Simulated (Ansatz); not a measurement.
Relaxing Zn2Se

Computed with DFT PBE, scalar-relativistic, plane waves, PAW (Ansatz 0.2.0).

Zn2Se was placed on the anti-anatase structure type (I4_1/amd, No. 141), with Se in place of Ti, Zn in place of O, at a guessed volume.

The final relaxation ran on this input, with the default PAW datasets:

```yaml
crystal:
  lattice:
    - [-2.6725414658, 2.6725414658, 3.9871499516]
    - [2.6725414658, -2.6725414658, 3.9871499516]
    - [2.6725414658, 2.6725414658, -3.9871499516]
  atoms:
    - { symbol: Zn, position: [0.3328760306, 0.3328760306, 0.0] }
    - { symbol: Zn, position: [0.0828760306, 0.5828760306, 0.5] }
    - { symbol: Zn, position: [0.4171239694, 0.9171239694, 0.5] }
    - { symbol: Zn, position: [0.6671239694, 0.6671239694, 0.0] }
    - { symbol: Se, position: [0.0, 0.0, 0.0] }
    - { symbol: Se, position: [0.75, 0.25, 0.5] }
basis:
  ecutwfc: 420
kpoints:
  mp_grid: { grid: [10, 10, 10] }
hamiltonian:
  xc: pbe
scf:
  occupations: { method: gaussian, width: 0.1 }
output:
  forces: true
  stress: true
  eigenvalues: true
relax:
  adjacent_minimum: "off"
  f_tol: 0.01
  max_steps: 80
  cell: { stress_tol: 0.05 }
```

Launched as:

```bash
ansatz run input.yaml --threads 1 --pin off --max-ram 2560MiB --backend cpu --events-out ev --progress --plain --runs-dir out
```

The run took 78 s on 1 thread of Intel(R) Xeon(R) 6975P-C (Granite Rapids), on a shared host, peak memory 0.71 GiB.

End of the output:

```
SCF converged after 6 iterations
Free energy (F): -24214.405579 eV
Harris-Foulkes:  -24214.405579 eV  (|F-HF|=3.64e-12)
Internal energy: -24214.395893 eV  (E = F + TS)
E sigma→0 (E₀):  -24214.400736 eV
Entropy (-TS):   -0.009685 eV (-1.614 meV/atom)
Fermi energy:    9.263414 eV
--- Per-component energies (eV) ---
  E_band       = -594.749901
  E_kinetic    = 758.084854
  E_local      = -11025.675128  (includes V_loc(G=0)·N_el)
  E_nonlocal   = 1261.265453
  E_hartree    = 4979.220667
  E_xc         = -755.282658
  E_vxc        = -401.463280  (∫ρ·V_xc dr)
  E_paw        = -11131.145664  (= ΣΔE_a)
  E_vpaw       = -1145.400612  (= ΣTr[D̂ρ^β])
  E_aug_tail   = -0.002501  (compensation charges beyond the density's cutoff)
  E_ewald      = -8300.860915
  E_smearing   = -0.009685  (= −TS)
  E_closure    =  0.000000  (closes the sum)
  Σ components = -24214.405579   (vs F -24214.405579, Δ=0.00e0)
--- Forces (eV/Å), atoms counted from 1 ---
  atom   1  Zn     0.00000000     0.00000000    -0.00049550
  atom   2  Zn     0.00000000     0.00000000    -0.00049550
  atom   3  Zn     0.00000000     0.00000000     0.00049550
  atom   4  Zn     0.00000000     0.00000000     0.00049550
  atom   5  Se     0.00000000     0.00000000     0.00000000
  atom   6  Se     0.00000000     0.00000000     0.00000000
  max |Σ_I F_I| component: 3.47e-17 eV/Å
--- Stress (GPa, compression-positive) ---
        0.007748       0.000000       0.000000
        0.000000       0.007748       0.000000
        0.000000       0.000000      -0.002413
  P = ⅓ Tr σ = 0.0044 GPa (0.044 kbar)
--- Relaxed structure (4 steps of the walk, 4 accepted, 1 SCFs on fresh bases) ---
  F+E_penalty+E_count = -24214.40557862 eV   max|allowed force component| = 4.955e-4 eV/Å   (the final SCF, on the basis selected at the relaxed cell)
  cell:  # Å, volume = 113.7413 Å³
    - [-2.658761, 2.658761, 4.022534]
    - [2.658761, -2.658761, 4.022534]
    - [2.658761, 2.658761, -4.022534]
  atoms:
    - { symbol: Zn, position: [0.333033, 0.333033, 0.000000] }
    - { symbol: Zn, position: [0.083033, 0.583033, 0.500000] }
    - { symbol: Zn, position: [0.416967, 0.916967, 0.5] }
    - { symbol: Zn, position: [0.666967, 0.666967, 0.000000] }
    - { symbol: Se, position: [0.000000, 0.000000, 0.000000] }
    - { symbol: Se, position: [0.75, 0.25, 0.5] }
```

Absolute energies hang on the potentials; compare differences alone.

The result has space group I4_1/amd (No. 141). Zn is coordinated by 3 Se at 2.68–2.74 Å and 3 Zn at 2.69–2.74 Å; Se is coordinated by 6 Zn at 2.68–2.74 Å.

Against the elements it lies at -0.02 eV/atom. Formation energies are uncorrected and refer to the elements' standard structures at the same level.

The k mesh leaves about 4 meV/atom of noise in metals.

Symmetry constrained the relaxation, so the result can be a saddle point.